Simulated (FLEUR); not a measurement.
# BiTe (Fm-3m) in FLEUR: notebook, part 2 of 2

FLEUR MaX-R8.1 (later development tree). The steps go on from the part before.

## 6. Equation of state, SCAN, 35.21 Å³/atom (volume scaled by 1.04)

Changes to inp.xml since step 5:

```diff
@@ -27,3 +27,3 @@
       <xi:include xmlns:xi="http://www.w3.org/2001/XInclude" href="sym.xml"> </xi:include>
-      <bulkLattice scale="1.0000000000">
+      <bulkLattice scale="1.0131594038">
          <bravaisMatrix>
```

Potentials or basis: all-electron, FLAPW.

Launch:

```console
> inpgen -f crystal.txt -profile fastHighL
> # inp.xml edited to the form shown
> fleur_MPI
```

It took 65 s on 1 thread of Arm Neoverse V2, shared host; peak memory 0.09 GiB.

The run converged. Its results:

```yaml
Free_energy: -772181.4758 eV
Band_gap_on_the_k_mesh: none (metal or under the smearing width)
Valence_electrons_inside_the_program's_atomic_spheres: Bi 18.78; Te 20.00 (radii Bi 2.66, Te 2.66 bohr)
```

Caveat: the meta-GGA is that of a development version, with a GGA for the radial functions and cores and without core tails; spin-orbit coupling is left out, which moves the levels of the heavy elements.

## 7. Equation of state, SCAN, 35.89 Å³/atom (volume scaled by 1.06)

Changes to inp.xml since step 6:

```diff
@@ -27,3 +27,3 @@
       <xi:include xmlns:xi="http://www.w3.org/2001/XInclude" href="sym.xml"> </xi:include>
-      <bulkLattice scale="1.0131594038">
+      <bulkLattice scale="1.0196128224">
          <bravaisMatrix>
```

Launch:

```console
> inpgen -f crystal.txt -profile fastHighL
> # inp.xml edited to the form shown
> fleur_MPI
```

It took 74 s on 1 thread of Arm Neoverse V2, shared host; peak memory 0.09 GiB.

Results (log left out):

- Free energy: -772181.4518 eV
- Band gap on the k mesh: none (metal or under the smearing width)
- Valence electrons inside the program's atomic spheres: Bi 18.77; Te 19.99 (radii Bi 2.66, Te 2.66 bohr)

Caveat: the meta-GGA is that of a development version, with a GGA for the radial functions and cores and without core tails; spin-orbit coupling is left out, which moves the levels of the heavy elements.

## 8. Equation of state, SCAN

This step only gathers the single runs of the series.

Results:

```yaml
Equilibrium_volume: 33.14 Å³/atom
Bulk_modulus: 49 GPa
```

Energy against volume, from the lowest point:
```tsv
volume (Å³/atom)	energy (meV/atom)
31.824	6.95
32.501	0.00
33.855	0.51
35.209	15.27
35.886	27.25
```

Caveat: the meta-GGA is that of a development version, with a GGA for the radial functions and cores and without core tails; spin-orbit coupling is left out, which moves the levels of the heavy elements.
